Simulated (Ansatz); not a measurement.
## Sb under changes of volume

One of the cells (26.962 Å³/atom); the others are scaled copies at fixed shape and fractional positions:

```
CELL_PARAMETERS angstrom
-1.57654 1.57654 2.71194
1.57654 -1.57654 2.71194
1.57654 1.57654 -2.71194
ATOMIC_POSITIONS crystal
Sb 0.00000 0.00000 0.00000
```

This isn't the form of Sb at room conditions, which is rhombohedral.

```yaml
Program: Ansatz 0.2.0
Functional: LDA
Potentials_or_basis: all-electron LAPW, scalar-relativistic
Cutoff: 186 eV (chosen from the basis error)
Basis_error_allowed: 0.001 eV/atom
k_mesh: 12 × 12 × 12
Occupations: fermi-dirac, width 0.05 eV
Spin: no spin polarisation
```

```tsv
volume (Å³/atom)	energy over the lowest point (meV/atom)	pressure (GPa)
25.344	?	?
25.883	0.00	0.3
26.423	1.56	-1.1
26.962	7.65	-2.4
27.501	17.74	-3.5
28.040	31.41	-4.5
28.580	48.26	-5.4
```

Problem. What does the run at 25.344 Å³/atom give?

Solution. Energy over the lowest point 3.51 meV/atom; pressure 1.9 GPa.

Worked out: A Birch-Murnaghan fit of order 3 (a polynomial in V^(-2/3)) to the other rows has its minimum at 25.98 Å³/atom with B0 = V·E''(V) = 71 GPa and B' = 4.8 at fixed shape and positions, which overstates the stiffness. It gives 3.54 meV/atom at 25.344 Å³/atom, against the run's 3.51, and -dE/dV = 1.9 GPa, against 1.9.

Energies are extrapolated to zero smearing.
